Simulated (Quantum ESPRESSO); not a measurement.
The system is Na.

```
Na
1.0
    -2.14100    2.14100    2.14100
     2.14100   -2.14100    2.14100
     2.14100    2.14100   -2.14100
Na
1
Direct
  0.00000 0.00000 0.00000
```

```yaml
Program: Quantum ESPRESSO 7.5
Task: relaxation of cell and atoms
Functional: PBEsol
Dispersion: D4
Potentials_or_basis: PseudoDojo 0.4.1 SR PBE standard
Cutoff: 1197 eV
Density_cutoff: 4789 eV
k_mesh: 9 × 9 × 9
Occupations: fermi-dirac, width 0.05 eV
Spin: no spin polarisation
```

At the start: pressure -0.6 GPa; volume 39.26 Å³/atom.

Problem. How do energy, volume and symmetry change on relaxing?

Solution. Over 3 steps the energy falls by 6.1 meV/atom and the volume is 35.84 Å³/atom (-8.7 %); space group Im-3m (No. 229, to 0.05 Å).

Step by step:
| step | energy change (eV) | largest force (eV/Å) | pressure (GPa) | volume (Å³) |
| --- | --- | --- | --- | --- |
| 1 | 0.0000 | 0.0000 | -0.58 | 39.26 |
| 2 | -0.0008 | 0.0000 | -0.54 | 39.02 |
| 3 | -0.0061 | 0.0000 | 0.05 | 35.84 |

Final structure:
```
CELL_PARAMETERS angstrom
-2.07702 2.07702 2.07702
2.07702 -2.07702 2.07702
2.07702 2.07702 -2.07702
ATOMIC_POSITIONS crystal
Na 0.00000 0.00000 0.00000
```

Caveat: the potentials were made for another functional, which shifts forces and pressure; pairwise dispersion overbinds metals, which lowers pressure and volume.
